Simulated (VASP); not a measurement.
A run of VASP 6.6.1 is set up as follows.

Contents of INCAR:

```
SYSTEM = Si
  ALGO = Normal
  EDIFF = 1E-7
  ENCUT = 520
  GGA = PE
  ISIF = 2
  ISMEAR = -1
  LASPH = .True.
  LCHARG = .True.
  LELF = .True.
  LREAL = .False.
  LVHAR = .True.
  LWAVE = .False.
  NBANDS = 11
  NELM = 80
  PREC = Accurate
  SIGMA = 0.08
```

Contents of KPOINTS:

```
k-points
0
Gamma
  12 12 12
  0 0 0
```

POSCAR

```
Si
1.0
    0.0543094000      2.7426247000      2.7426247000
    2.7426247000      0.0543094000      2.7426247000
    2.7426247000      2.7426247000      0.0543094000
Si
2
Direct
    0.5000000000      0.5000000000      0.5000000000
    0.7500000000      0.7500000000      0.7500000000
```

Potentials or basis: VASP PAW PBE potentials, release 64 (Si).

The run is started by

```sh
$ cat potpaw_PBE.64/Si/POTCAR > POTCAR
$ mpirun -np 1 vasp_std > vasp.out
```

**Question.** Predict the band gap on the k mesh.

**Answer.** 0.53 eV, indirect (least direct gap 2.14 eV).

**Question.** Estimate the pressure.

**Answer.** 2.1 GPa.

Forces on the atoms (eV/Å):
```
Si   0.180  0.180  0.180
Si  -0.180 -0.180 -0.180
```

A k mesh can miss the band edges.
